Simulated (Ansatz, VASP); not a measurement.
**SnH (H-SnSn-H chair monolayer) in two plane-wave programs**

Aim: how closely do two programs agree when they are given the same cell, functional and k mesh? Of the first pair: The structure shown is the start of the Ansatz relaxation below; VASP solves that cell, so the two are compared at the walk's first step.

Program: Ansatz 0.2.0. Level of theory: plane waves, with VASP 6.6.1 beside it; single point at PBE with D3(BJ). Results are calculated unless marked as measured.

### 1. Set-up

The cell holds 4 atoms: 2 H and 2 Sn. Cell: a = 4.587 Å, b = 4.587 Å, c = 39.627 Å, α = 90.0°, β = 90.0°, γ = 120.0°. Vacuum lies along c.

### 2. Ansatz: relaxation, PBE with D3(BJ)

Ansatz runs on its default PAW (the set named soft_2) files.

The two programs are compared at the cell with which this relaxation starts, whose forces are those of its first step.

The input, input.yaml:

```yaml
crystal:
  lattice:
    - [4.587, 0.0, 0.0]
    - [-2.2935, 3.9724585272, 0.0]
    - [0.0, 0.0, 39.6266666666]
  atoms:
    - { symbol: H, position: [0.6666666667, 0.3333333333, 0.4454071332] }
    - { symbol: Sn, position: [0.6666666667, 0.3333333333, 0.488307537] }
    - { symbol: Sn, position: [0.3333333333, 0.6666666667, 0.511692463] }
    - { symbol: H, position: [0.3333333333, 0.6666666667, 0.5545928668] }
  periodic: [true, true, false]
kpoints:
  mp_grid: { grid: [12, 12, 1] }
hamiltonian:
  xc: pbe
  dispersion: d3bj
scf:
  occupations: { method: fermi_dirac, width: 0.05 }
  convergence: { dr2_threshold: 1.0e-09 }
relax:
  f_tol: 0.004
  max_steps: 90
  cell: {}
output:
  write_potential: true
  write_density: true
  volumetric_format: npy
```

Command:

```
$ ansatz run input.yaml --threads 2 --pin off --max-ram 3072MiB --backend cpu --events-out ev --progress --plain --runs-dir out
```

Numbers of over 12 decimals in the logs are rounded to 6 here.

Log:

```text
Warning: relax.cell: scf.convergence.dr2_threshold = 1e-9 eV is looser than the 1.94881080224e-10 eV advised for a relaxation that steers and ends on the stress (1e-10 eV for each atom of the cell: 4, times the square of relax.cell.stress_2d_tol = 0.05 N/m over 14.3 Å (the atoms' height at the walk's start and 5 Å past either face), 3.490e-2 GPa, over a crystal's default 0.05). What an SCF threshold leaves in a stress goes as its square root, and in the free energy as the threshold itself, and one threshold admits the most on a small cell: [figures from the program's tests cut] Set scf.convergence.dr2_threshold to 1.94881080224e-10 eV or tighter. [rest of the remark cut]
Engine: ansatz 0.2.0, x86_64-unknown-linux-gnu
Pseudopotentials: kind: paw
Pseudopotential: H, paw, valence charge 1, recommended cutoff 420 eV (normal), H.paw.azcp
Pseudopotential: Sn, paw, valence charge 14, recommended cutoff 420 eV (normal), Sn.paw.azcp
Functional definition: PBE
  parameter kappa = 0.804
  parameter beta = 0.066725
  exchange = pbe_x(kappa = kappa, mu = beta*pi^2/3)
  correlation = pbe_c(beta = beta)
Crystal: 4 atoms, lattice volume = 722.064 Å³
Basis set: ecut = 420 eV, 14191 PW (Γ), exchange–correlation on 64×64×540 points (8 copies of the dense FFT grid, shifted against one another)
Bands: 19, of which v1, the nominal top of the filled ones, is band 15 counted from 1 (14 counted from 0)
Symmetry: 12 space group operations
Space group: P-3m1 (ITA 164), of the structure as read, at distance tolerance 9.0e-5 Å
k-points: 19 of 144
Non-local potential: H, projectors of the file, l = 0: 2, l = 1: 1
Non-local potential: Sn, projectors of the file, l = 0: 2, l = 1: 2, l = 2: 2, l = 3: 2
PAW form: soft (Blöchl's): semilocal exchange-correlation on the pseudo side does not see the compensation charge
PAW one-centre angular grid: H, 110 points (default); XC on 64 Gauss nodes
PAW one-centre angular grid: Sn, 590 points (default); XC on 64 Gauss nodes
Initial density: superposition of atomic densities (neutral atoms: chi_scale 0, normalization atom), corrected by the library's trained network
Initial wavefunctions: pseudopotential atomic-orbital guess
Functional: x = pbe(κ = 0.804, μ = 0.219515), c = pbe(β = 0.066725)
SCF iter   1: F=—  HF=-12079.648123 eV  |F-HF|=—  |Δ(HF+E_count)|=         —  Δρ=5.87e-4  dr2=4.68e-3  ethr=1.77e-3  ⟨swp⟩=12.2  Hψ=2797  notcnv=0
preconditioner: auto → Resta (q_TF=auto, 1.606 Å⁻¹)  ε∞=1.3  [insulator: Δε(μ)=0.801 eV  Ē_g=7.936 eV  σ=0.050 eV  W_gap=1.00  n_scr=38 (ndim 8)  ℏωp=4.4 eV  f_vac=0.840  D(μ)=0.00/eV (n_scr^D=0)  ε∞_Penn≈1.3  vacuum switching on, ρ_ref=4.6e-3 e/Å³]
SCF iter   2: F=—  HF=-12079.647112 eV  |F-HF|=—  |Δ(HF+E_count)|=   1.01e-3  Δρ=1.91e-4  dr2=4.75e-4  ethr=1.56e-5  ⟨swp⟩=3.4  Hψ=992  notcnv=0
SCF iter   3: F=—  HF=-12079.647424 eV  |F-HF|=—  |Δ(HF+E_count)|=   3.12e-4  Δρ=6.21e-5  dr2=5.03e-5  ethr=1.58e-6  ⟨swp⟩=3.5  Hψ=769  notcnv=0
SCF iter   4: F=—  HF=-12079.647531 eV  |F-HF|=—  |Δ(HF+E_count)|=   1.07e-4  Δρ=1.83e-5  dr2=4.30e-6  ethr=1.68e-7  ⟨swp⟩=3.5  Hψ=742  notcnv=0
SCF iter   5: F=—  HF=-12079.647538 eV  |F-HF|=—  |Δ(HF+E_count)|=   7.50e-6  Δρ=6.04e-6  dr2=2.56e-7  ethr=1.43e-8  ⟨swp⟩=3.2  Hψ=717  notcnv=0
SCF iter   6: F=—  HF=-12079.647567 eV  |F-HF|=—  |Δ(HF+E_count)|=   2.87e-5  Δρ=9.81e-7  dr2=7.59e-9  ethr=8.54e-10  ⟨swp⟩=3.0  Hψ=756  notcnv=0
SCF iter   7: F=-12079.647567 eV  HF=-12079.647567 eV  |F-HF|=3.31e-10  |Δ(HF+E_count)|=   4.21e-8  Δρ=1.80e-7  dr2=2.08e-10  ethr=3.33e-12  ⟨swp⟩=12.6  Hψ=2780  notcnv=0
SCF 1 converged in 7 iterations: F = -12079.647567 eV  dr2 = 2.08e-10
  greatest PAW one-centre occupation: 0.990 electrons in one spin orbital (limit 2), on the Sn atom at site 2 (counted from 0), in its partial waves of l = 2
relax step   1: F+E_penalty+E_count = -12079.64756677 eV  Δ(F+E_penalty+E_count) = +0.000e0 eV  max|allowed force component| = 5.748e-1 eV/Å  Δτ_max = 0.0000 Å  P = +0.565 N/m  Ω = 722.064 Å³  fix = [c, alpha, beta]  reactions: c +0.000 N/m  (7 SCF iters, accepted)
[...]
relax step   7: F+E_penalty+E_count = -12079.68050826 eV  Δ(F+E_penalty+E_count) = -2.442e-5 eV  max|allowed force component| = 2.239e-4 eV/Å  Δτ_max = 0.0015 Å  P = -0.001 N/m  Ω = 751.321 Å³  energy of the carried Pulay correction = -1.513e-3 eV  fix = [c, alpha, beta]  reactions: c -0.000 N/m  (5 SCF iters, accepted)
[...]
relax step   8: F+E_penalty+E_count = -12079.68212194 eV  Δ(F+E_penalty+E_count) = -1.614e-3 eV  max|allowed force component| = 4.988e-4 eV/Å  Δτ_max = 0.0000 Å  P = +0.004 N/m  Ω = 751.321 Å³  fix = [c, alpha, beta]  reactions: c +0.000 N/m  stress off target by 4.06e-3 N/m on what of the cell is left free  SCF on the basis re-selected at this cell (its energy is not comparable with the rows above)  (4 SCF iters)
basis re-selected at this cell: Δ(F+E_penalty+E_count) = -1.614e-3 eV, ΔP = +0.005 N/m vs the last step (what re-selecting the basis moved, of the pressure what is left beyond the Pulay correction that the steps carried, after the strain that the cell walked since its last selection, with what the two solves' SCF thresholds leave and, on support functions, any second-order correction that the steps lacked; it is no m [...]
WARN: The output density's exchange-correlation potential varies sharply where the density is thin. Do not read a vacuum level from v_tot or v_xc, or from such a field of the output density. On a cell that repeats whose density bears no net charge and no dipole along the vacuum's axis use v_es (v_loc + v_h of the components); under efield.dipole_correction with no amplitude use v_es + v_field, which holds any externa [...]
SCF converged after 4 iterations
Free energy (F): -12079.682122 eV
Harris-Foulkes:  -12079.682122 eV  (|F-HF|=1.05e-7)
Internal energy: -12079.682046 eV  (E = F + TS)
E sigma→0 (E₀):  -12079.682084 eV
Entropy (-TS):   -0.000076 eV (-0.019 meV/atom)
Fermi energy:    -4.673537 eV
--- Per-component energies (eV) ---
  E_band       = -607.271492
  E_kinetic    = 399.561919
  E_local      = -40737.711693  (includes V_loc(G=0)·N_el)
  E_nonlocal   = -60.549708
  E_hartree    = 20361.731666
  E_xc         = -779.915162
  E_vxc        = -211.528699  (∫ρ·V_xc dr)
  E_paw        = -8278.973775  (= ΣΔE_a)
  E_vpaw       = -720.506563  (= ΣTr[D̂ρ^β])
  E_aug_tail   = -0.002263  (compensation charges beyond the density's cutoff)
  E_ewald      = 17016.514887
  E_disp       = -0.337918  (pairwise vdW)
  E_smearing   = -0.000076  (= −TS)
  E_closure    = -0.000000  (closes the sum)
  Σ components = -12079.682122   (vs F -12079.682122, Δ=0.00e0)
--- Forces (eV/Å), atoms counted from 1 ---
  atom   1  H     -0.00000000    -0.00000000     0.00036540
  atom   2  Sn     0.00000000     0.00000000    -0.00049881
  atom   3  Sn     0.00000000    -0.00000000     0.00049881
  atom   4  H      0.00000000     0.00000000    -0.00036540
  max |Σ_I F_I| component: 1.08e-19 eV/Å
--- 2D stress c σ (N/m, compression-positive) ---
        0.004058       0.000000       0.000000
        0.000000       0.004058      -0.000000
        0.000000      -0.000000       0.000000
  P = ½ c Tr σ = 0.0041 N/m
--- Band table (eV; the first three rows and the last of 19) ---
  k-point 0: bands = [... 11 lower, -10.2869, -7.1545, -4.9581, -4.9581, -4.4353, -1.5122, -1.5122, -1.4268]
  k-point 1: bands = [... 11 lower, -10.3058, -7.1646, -5.7455, -5.0816, -3.6855, -1.6018, -1.3933, -1.3022]
  k-point 2: bands = [... 11 lower, -10.3829, -7.2001, -6.6300, -5.3681, -3.1206, -1.4653, -1.2835, -0.7771]
  k-point 18: bands = [... 11 lower, -12.1655, -7.5882, -7.5882, -7.4270, -1.0923, -1.0923, -0.9670, 0.4588]
  the weakly bound empty levels are not read free of the cell's end (no_gap_told)
--- Relaxed structure (7 steps of the walk, 6 accepted, 1 SCFs on fresh bases) ---
  F+E_penalty+E_count = -12079.68212194 eV   max|allowed force component| = 4.988e-4 eV/Å   (the final SCF, on the basis selected at the relaxed cell)
  cell:  # Å, volume = 751.3215 Å³
    - [4.679008, 0.0, 0]
    - [-2.339504, 4.052140, 0]
    - [0, 0, 39.6266666666]
  atoms:
    - { symbol: H, position: [0.666667, 0.333333, 0.445687] }
    - { symbol: Sn, position: [0.666667, 0.333333, 0.489480] }
    - { symbol: Sn, position: [0.333333, 0.666667, 0.510520] }
    - { symbol: H, position: [0.333333, 0.666667, 0.554313] }
```

### 3. VASP: single point, PBE with D3(BJ), start cell, pair 1

The same cell, functional, mesh and smearing now go to VASP, with its own data sets.

Lines of VASP's logs that name or quote its potential files are left out, and so is its time.

The input, INCAR:

```
SYSTEM = SnH
PREC = Accurate
ENCUT = 400
EDIFF = 1E-06
NELM = 120
ISMEAR = -1
SIGMA = 0.05
LREAL = .FALSE.
ALGO = Normal
GGA = PE
IVDW = 12
NBANDS = 21
LORBIT = 11
LWAVE = .FALSE.
LCHARG = .FALSE.
ISIF = 2
LDIPOL = .TRUE.
IDIPOL = 3
DIPOL = 0.5 0.5 0.5
LVHAR = .TRUE.
LASPH = .TRUE.
GGA_COMPAT = .FALSE.
EFERMI = MIDGAP
NELMDL = -8
```

The input, POSCAR:

```
SnH
1.0
    4.5870000000      0.0000000000      0.0000000000
   -2.2935000000      3.9724590000      0.0000000000
    0.0000000000      0.0000000000     39.6266670000
H Sn
2 2
Direct
    0.6666666667      0.3333333333      0.4454071295
    0.3333333333      0.6666666667      0.5545928705
    0.6666666667      0.3333333333      0.4883075329
    0.3333333333      0.6666666667      0.5116924671
```

The input, KPOINTS:

```
Automatic mesh
0
Gamma
12 12 1
0 0 0
```

PAW data sets: H and Sn_d (PBE family, release 64).

Command:

```
$ mpirun -np 1 vasp_std
```

Log:

```text
[banner, memory and clock lines left out]
running    1 mpi-ranks, on    1 nodes
 distrk:  each k-point on    1 cores,    1 groups
 distr:  one band on    1 cores,    1 groups

 POSCAR found type information on POSCAR H Sn
 POSCAR found :  2 types and       4 ions
 LDA part: xc-table for (Slater+PW92), standard interpolation
 POSCAR, INCAR and KPOINTS ok, starting setup
 FFT: planning ... GRIDC
 FFT: planning ... GRID_SOFT
 FFT: planning ... GRID
 WAVECAR not read
 entering main loop
       N       E                     dE             d eps       ncg     rms          rms(c)
DAV:   1     0.142843148873E+03    0.14284E+03   -0.11660E+04  1182   0.811E+02
DAV:   2    -0.244069277321E+01   -0.14528E+03   -0.14326E+03   998   0.237E+02
DAV:   3    -0.138416485719E+02   -0.11401E+02   -0.11362E+02  1001   0.830E+01
DAV:   4    -0.141880659157E+02   -0.34642E+00   -0.34628E+00   949   0.177E+01
DAV:   5    -0.142047005941E+02   -0.16635E-01   -0.16634E-01  1049   0.339E+00
DAV:   6    -0.142054555826E+02   -0.75499E-03   -0.75499E-03  1170   0.678E-01
DAV:   7    -0.142054767330E+02   -0.21150E-04   -0.21150E-04  1230   0.926E-02
DAV:   8    -0.142054772465E+02   -0.51352E-06   -0.51361E-06   899   0.141E-02    0.549E+00
DAV:   9    -0.137387714730E+02    0.46671E+00   -0.31104E-01  1050   0.461E+00    0.302E+00
DAV:  10    -0.135916437294E+02    0.14713E+00   -0.66118E-01  1001   0.471E+00    0.618E-01
DAV:  11    -0.135861300824E+02    0.55136E-02   -0.10050E-01  1015   0.272E+00    0.229E-01
DAV:  12    -0.135851910243E+02    0.93906E-03   -0.11044E-02  1040   0.659E-01    0.117E-01
DAV:  13    -0.135847336714E+02    0.45735E-03   -0.24281E-03  1127   0.292E-01    0.879E-02
DAV:  14    -0.135840996411E+02    0.63403E-03   -0.12410E-03   986   0.266E-01    0.352E-02
[...]
DAV:  20    -0.135849478138E+02   -0.10155E-03   -0.53154E-06   730   0.152E-02    0.281E-03
DAV:  21    -0.135849619567E+02   -0.14143E-04   -0.15537E-06   892   0.683E-03    0.162E-03
DAV:  22    -0.135849838173E+02   -0.21861E-04   -0.49135E-07   742   0.396E-03    0.667E-04
DAV:  23    -0.135849994440E+02   -0.15627E-04   -0.40683E-07   789   0.280E-03    0.530E-04
DAV:  24    -0.135850052691E+02   -0.58251E-05   -0.10044E-07   788   0.167E-03    0.352E-04
DAV:  25    -0.135850099999E+02   -0.47308E-05   -0.10463E-07   729   0.133E-03    0.181E-04
DAV:  26    -0.135850110708E+02   -0.10709E-05   -0.12562E-08   729   0.739E-04    0.167E-04
DAV:  27    -0.135850119403E+02   -0.86944E-06   -0.10080E-08   724   0.467E-04
   1 F= -.13937339E+02 E0= -.13937336E+02  d E =-.760685E-05
```

OUTCAR, selected parts (step 3):

```text
ion  position               nearest neighbor table
   1  0.667  0.333  0.445-   3 1.70
   2  0.333  0.667  0.555-   4 1.70
   3  0.667  0.333  0.488-   1 1.70   4 2.81   4 2.81   4 2.81
   4  0.333  0.667  0.512-   2 1.70   3 2.81   3 2.81   3 2.81

  LATTYP: Found a hexagonal cell.
 ALAT       =     4.5870000000
 C/A-ratio  =     8.6389071288

 Subroutine GETGRP returns: Found 12 space group operations
 (whereof 12 operations were pure point group operations)

The static configuration has the point symmetry D_3d.

 Found     19 irreducible k-points:

   k-points           NKPTS =     19   k-points in BZ     NKDIM =     19   number of bands    NBANDS=     21

   dimension x,y,z NGX =    30 NGY =   30 NGZ =  270
   dimension x,y,z NGXF=    60 NGYF=   60 NGZF=  540

   ENCUT  =  400.0 eV  29.40 Ry    5.42 a.u.   7.48  7.48 64.62*2*pi/ulx,y,z

   NELECT =      30.0000    total number of electrons

 k-points in reciprocal lattice and weights: Automatic mesh
   0.00000000  0.00000000  0.00000000       0.007
   0.08333333 -0.00000000  0.00000000       0.042
   0.16666667 -0.00000000  0.00000000       0.042
   0.25000000  0.00000000  0.00000000       0.042
   0.33333333  0.00000000  0.00000000       0.042
   0.41666667  0.00000000  0.00000000       0.042
   0.50000000  0.00000000  0.00000000       0.021
   0.08333333  0.08333333  0.00000000       0.042
   0.16666667  0.08333333  0.00000000       0.083
[...]
0.33333333  0.25000000  0.00000000       0.083
   0.33333333  0.33333333  0.00000000       0.014

 dipolmoment           0.000000      0.000000      0.000000 electrons x Angstroem

 average (electrostatic) potential at core
       1 -40.2914       2 -40.2914       3-110.2887       4-110.2887

 E-fermi :  -3.2545

 k-point     1 :       0.0000    0.0000    0.0000
  band No.  band energies     occupation
    ...
     11     -13.2801      2.00000
     12      -9.4253      2.00000
     13      -6.2726      2.00000
     14      -3.6692      1.99950
     15      -3.6692      1.99950
     16      -2.8838      0.00121
     17      -0.4228      0.00000
     18      -0.2825      0.00000
     19      -0.2825      0.00000
     20       0.4278      0.00000
    ...

 k-point     2 :       0.0833   -0.0000    0.0000
  band No.  band energies     occupation
    ...
     11     -13.2221      2.00000
     12      -9.4354      2.00000
     13      -6.2805      2.00000
     14      -4.4359      2.00000
     15      -3.8035      1.99997
     16      -2.1830      0.00000
     17      -0.4175      0.00000
     18      -0.3632      0.00000
     19      -0.0672      0.00000
     20       0.5569      0.00000
    ...

 k-point     3 :       0.1667   -0.0000    0.0000
  band No.  band energies     occupation
    ...
     11     -13.0501      2.00000
     12      -9.4843      2.00000
     13      -6.3085      2.00000
     14      -5.3931      2.00000
     15      -4.1120      2.00000
     16      -1.7117      0.00000
     17      -0.3683      0.00000
     18      -0.1120      0.00000
     19       0.4569      0.00000
     20       0.8115      0.00000
    ...

 Edisp (eV)   -0.35233

  Total       0.51015     0.51015     1.01356    -0.00000    -0.00000    -0.00000
  in kB       1.13196     1.13196     2.24897    -0.00000    -0.00000    -0.00000
  external pressure =        1.50 kB  Pullay stress =        0.00 kB

  energy-cutoff  :      400.00
  volume of cell :      722.06
      direct lattice vectors                 reciprocal lattice vectors
     4.587000000  0.000000000  0.000000000     0.218007412  0.125866623  0.000000000
    -2.293500000  3.972459000  0.000000000     0.000000000  0.251733246  0.000000000
     0.000000000  0.000000000 39.626667000     0.000000000  0.000000000  0.025235531

 POSITION                                       TOTAL-FORCE (eV/Angst)
 -----------------------------------------------------------------------------------
      2.29350      1.32415     17.65000         0.000000      0.000000     -0.383011
     -0.00000      2.64831     21.97667         0.000000     -0.000000      0.383011
      2.29350      1.32415     19.35000         0.000000     -0.000000      0.557524
     -0.00000      2.64831     20.27667        -0.000000      0.000000     -0.557524
 -----------------------------------------------------------------------------------
    total drift:                                0.000000      0.000000      0.000000

  FREE ENERGIE OF THE ION-ELECTRON SYSTEM (eV)
  ---------------------------------------------------
  free  energy   TOTEN  =       -13.9373394961 eV

  energy  without entropy=      -13.9373318892  energy(sigma->0) =      -13.93733569

 vacuum level on the upper side and lower side of the slab         0.986         0.986

 total charge
# of ion       s       p       d       tot
------------------------------------------
    1        0.524   0.010   0.000   0.534
    2        0.524   0.010   0.000   0.534
    3        1.123   1.319   9.984  12.426
    4        1.123   1.319   9.984  12.426
--------------------------------------------------
tot          3.294   2.657  19.968  25.919

[... 3 further parts left out ...]
```

The gap is read on the k-mesh alone, so it is an upper bound where the band edges lie off the mesh.

[end of part 1 of 2]

[Lines on the potential files, build, host, timing and source positions are cut from VASP's logs without a mark.]

[Logs are printed without paths, hosts, clocks, repeated set-up lines and the standing remarks that a program may print on its own settings, such as how far it seeks lower states.]

[Hosts, paths, dates, database ids (printed as entryN), source tags and the programs' standing remarks are cut or masked in the printed files.]
